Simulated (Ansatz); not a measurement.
**ZrC under changes of volume**

One of the cells (13.174 Å³/atom); the others are scaled copies at fixed shape and fractional positions:

```
CELL_PARAMETERS angstrom
3.39148 0.00000 0.00000
-1.69574 2.93710 0.00000
0.00000 0.00000 5.29005
ATOMIC_POSITIONS crystal
Zr 0.66667 0.33333 0.75000
Zr 0.33333 0.66667 0.25000
C 0.00000 0.00000 0.50000
C 0.00000 0.00000 0.00000
```

The cell comes from a database or a generator and needn't be the stable form of this composition.

| Property | Result |
| --- | --- |
| Program | Ansatz 0.2.0 |
| Functional | PBE |
| Potentials or basis | Ansatz PAW |
| Cutoff | 420 eV (not typed: the program's choice for these potentials) |
| k mesh | 9 × 9 × 5 |
| Occupations | fermi-dirac, width 0.05 eV |
| Spin | no spin polarisation |

| volume (Å³/atom) | energy over the lowest point (meV/atom) | pressure (GPa) |
| --- | --- | --- |
| 12.383 | 23.65 | 12.5 |
| 12.647 | 7.56 | 7.1 |
| 12.910 | 0.00 | 2.2 |
| 13.174 | 0.11 | -2.2 |
| 13.437 | 7.11 | -6.2 |
| 13.701 | ? | ? |
| 13.964 | 39.22 | -13.1 |

Question: What does the run at 13.701 Å³/atom give?

Answer: Energy over the lowest point 20.34 meV/atom; pressure -9.8 GPa.

Worked out: A Birch-Murnaghan fit of order 3 (a polynomial in V^(-2/3)) to the other rows has its minimum at 13.04 Å³/atom with B0 = V·E''(V) = 219 GPa and B' = 4.1 at fixed shape and positions, which overstates the stiffness. It gives 20.38 meV/atom at 13.701 Å³/atom, against the run's 20.34, and -dE/dV = -9.8 GPa, against -9.8.

Energies are extrapolated to zero smearing.
